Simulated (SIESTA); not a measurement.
Runs of SIESTA 5.4.2 on Br. Symmetry: Cmce, No. 64, orthorhombic system. Conventional cell: a = 6.726 Å, b = 4.645 Å, c = 8.702 Å, α = 90.00°, β = 90.00°, γ = 90.00°. Around Br (site symmetry m) lie 1 Br at 2.29 Å. 

```tsv
task	level	potentials or basis	gap on the mesh (eV)	pressure (GPa)	V0 of scaled cells (Å³/atom)	B0 (GPa)	largest force (eV/Å)
band structure	vdW-DF-cx	PseudoDojo 0.4 standard (PBE files), DZP (energy shift 0.003 Ry)	1.82	0.9	-	-	1.47
band structure	BLYP	PseudoDojo 0.4 standard (PBE files), DZP (energy shift 0.003 Ry)	1.84	4.1	-	-	1.88
band structure	LDA	PseudoDojo 0.4 standard (LDA files), DZP (energy shift 0.003 Ry)	1.68	-1.2	-	-	1.28
single point	PBE	PseudoDojo 0.4 standard (PBE files), DZP (energy shift 0.003 Ry)	1.83	2.0	-	-	1.42
equation of state	LDA	PseudoDojo 0.4 standard (LDA files), DZP (energy shift 0.003 Ry)	-	-	32.69	34	-
equation of state	PBEsol	PseudoDojo 0.4 standard (PBEsol files), DZP (energy shift 0.003 Ry)	-	-	34.28	29	-
band structure	PBEsol	PseudoDojo 0.4 standard (PBEsol files), DZP (energy shift 0.003 Ry)	1.76	(c)	-	-	1.30
band structure	AM05	PseudoDojo 0.4 standard (PBEsol files), DZP (energy shift 0.003 Ry)	(b)	1.1	-	-	(a)
```

Alike in all rows: no spin polarisation; cell as given; k mesh 7 × 7 × 3; smearing fermi-dirac 0.05 eV; grid cutoff 500 Ry; energy shift 0.003 Ry.

Q: Estimate the missing entries.

A: (a) 1.16; (b) 1.79; (c) 0.3.

Caveats: the basis of atomic orbitals isn't converged, which shifts pressures, moduli and gaps; the potentials were made for another functional, which shifts forces and pressure (some runs); forces of over 1 eV/Å show positions far from the minimum, so gaps and moduli don't describe the material at rest (some runs); the cell was scaled at fixed shape and fractional positions, which overstates the stiffness of a crystal with free parameters, most of all of layers and chains (some runs); an odd mesh through Γ misses points on the zone boundary, where band edges often lie (some runs).

A k mesh can miss the band edges, and the runs leave out spin-orbit coupling on Br.

Not every run made on this cell is shown here.
